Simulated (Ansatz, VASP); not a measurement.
This is a calculation of Na for VASP 6.6.1.

File run.py:

```python
from ase.calculators.vasp import Vasp
from ase.dft.bandgap import bandgap
from ase.spacegroup import crystal

atoms = crystal(
    ['Na'],
    basis=[[0.0, 0.0, 0.0]],
    spacegroup=229,
    setting=1,
    cellpar=[4.282, 4.282, 4.282, 90.0, 90.0, 90.0],
    primitive_cell=True,
)
calc = Vasp(
    directory='calc',
    xc='pbesol',
    pp='PBE',
    setups='recommended',
    pp_version='54',
    prec='Accurate',
    encut=520,
    ediff=1e-07,
    ismear=0,
    sigma=0.05,
    lreal=False,
    lasph=True,
    nelm=80,
    algo='Fast',
    isif=2,
    lwave=False,
    lcharg=True,
    lelf=True,
    lvhar=True,
    kpts=[9, 9, 9],
    gamma=True,
)
atoms.calc = calc

print('energy (eV):', atoms.get_potential_energy())
print('free energy (eV):', atoms.get_potential_energy(force_consistent=True))
print('forces (eV/A):')
print(atoms.get_forces())
print('stress (eV/A^3, Voigt):', atoms.get_stress())
print('Fermi level (eV):', calc.get_fermi_level())
gap, top, bottom = bandgap(calc)
print('band gap (eV):', gap, 'from (spin, k, band)', top, 'to', bottom)
```

Potentials or basis: VASP PAW PBE potentials, release 54 (Na_pv).

The run is started by

```sh
$ python run.py
```

**Question.** Translate it to Ansatz 0.2.0. Potentials there: Ansatz PAW.

**Answer.** As run (the cutoff follows the program's own potentials):

Contents of input.yaml:

```yaml
crystal:
  lattice:
    - [-2.141, 2.141, 2.141]
    - [2.141, -2.141, 2.141]
    - [2.141, 2.141, -2.141]
  atoms:
    - { symbol: Na, position: [0.0, 0.0, 0.0] }
hamiltonian:
  xc: pbesol
  pseudopotentials: { kind: paw }
kpoints:
  mp_grid: { grid: [9, 9, 9] }
scf:
  occupations: { method: gaussian, width: 0.05 }
output:
  forces: true
  stress: true
  eigenvalues: true
```

Potentials or basis: Ansatz PAW.

Command:

```console
$ ansatz run input.yaml --threads 1 --pin off --max-ram 3584MiB --backend cpu --events-out ev --progress --plain --runs-dir out
```

Both were run:

|  | VASP | Ansatz | Ansatz less VASP |
| --- | --- | --- | --- |
| gap on the k mesh at the Fermi level (eV) | none | none | - |
| pressure (GPa) | -0.5 | -0.6 | -0.05 |

A gap of «none» marks a metal or a gap that the smearing closes. The two sets of potentials don't hold the same shells in valence.

Caveats: the PAW data sets were made with another functional, which shifts forces and pressure a little (VASP); the PAW data sets come from PBE, with cores solved anew for the run's functional, which leaves a small shift of forces and pressure (Ansatz).
